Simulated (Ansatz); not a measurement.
**NbP**

**What was measured.** “Conductance spectra of (Nb, Pb, In)/NbP -- superconductor/Weyl semimetal junctions”, 2019, arxiv:1908.07359 reports, for a bulk crystal of NbP: lattice constant a 3.33544 ± 0.00006 Å; lattice constant c 11.3782 ± 0.0003 Å.

The computed numbers are results of PBE, scalar-relativistic (no spin polarisation) in the plane-wave PAW code Ansatz at 420 eV, 14×14×14 k-mesh, Gaussian smearing of 0.05 eV. The datasets are Ansatz's generated set soft_2.

```cif
data_structure
_symmetry_space_group_name_H-M 'P 1'
_symmetry_Int_Tables_number 1
_cell_length_a 6.1877
_cell_length_b 6.1877
_cell_length_c 6.1877
_cell_angle_alpha 148.625
_cell_angle_beta 148.625
_cell_angle_gamma 44.964
_cell_volume 64.02
loop_
_atom_site_label
_atom_site_type_symbol
_atom_site_fract_x
_atom_site_fract_y
_atom_site_fract_z
_atom_site_occupancy
Nb1 Nb 0.50001 0.50001 0.00000 1
Nb2 Nb 0.25001 0.75001 0.50000 1
P1 P 0.08262 0.08262 0.00000 1
P2 P 0.83262 0.33262 0.50000 1
```

The chain of runs began from a structure of the Materials Project database, expanded in volume; all values here are this work's own. Such entries can be computed or ordered models and not known phases.

The cell above was scaled in volume, and shape and atoms were relaxed at each volume within its symmetry. Energies are counted from the cell above.

| V (Å³/atom) | ΔE (meV/atom) | P (GPa) |
| --- | --- | --- |
| 15.12 | ? | ? |
| 15.36 | 15.9 | 8.3 |
| 15.68 | 3.8 | 3.9 |
| 16.00 | 0.0 | 0.0 |
| 16.32 | 3.6 | -3.5 |
| 16.65 | 13.9 | -6.7 |
| 17.13 | 40.6 | -10.9 |
| 17.61 | 78.9 | -14.5 |

Task: Fill in the withheld row.

Result: ΔE (meV/atom): 31.0, P (GPa): 11.8.

Task: What do the points give for the equilibrium volume, the bulk modulus and its pressure derivative (third-order Birch–Murnaghan)?

Result: V0 = 16.00 Å³/atom, B0 = 186 GPa, B0′ = 4.2.

B0·V0 = 186.2 GPa × 16.00 Å³ = 18.60 eV/atom sets the scale: near the minimum ΔE ≈ ½ B0 V0 x², with x = V/V0 − 1, and a pressure of 1.9 GPa squeezes the volume by about 1 %. At the ends of the curve: x = −5.5 % predicts 28.1 meV/atom and the run gives 31.0; x = +10.0 % predicts 93.1 meV/atom and the run gives 78.9. The curve is steeper than the parabola on the compressed side and flatter on the expanded side: the bulk modulus rises with pressure.

**Against experiment.** Measured lattice constant a of NbP: 3.33544 Å (“Conductance spectra of (Nb, Pb, In)/NbP -- superconductor/Weyl semimetal junctions”, 2019, arxiv:1908.07359). This calculation gives 3.346 Å (+0.3 %). 2 values of this kind are on record (3.335 to 3.33544 Å); this one was drawn at random among those near their median, those with a stated uncertainty first. Measured lattice constant c of NbP: 11.3782 Å (“Conductance spectra of (Nb, Pb, In)/NbP -- superconductor/Weyl semimetal junctions”, 2019, arxiv:1908.07359). This calculation gives 11.435 Å (+0.5 %). 2 values of this kind are on record (11.3782 to 11.379 Å); this one was drawn at random among those near their median, those with a stated uncertainty first. The calculation is for a static lattice, without zero-point motion or thermal expansion.
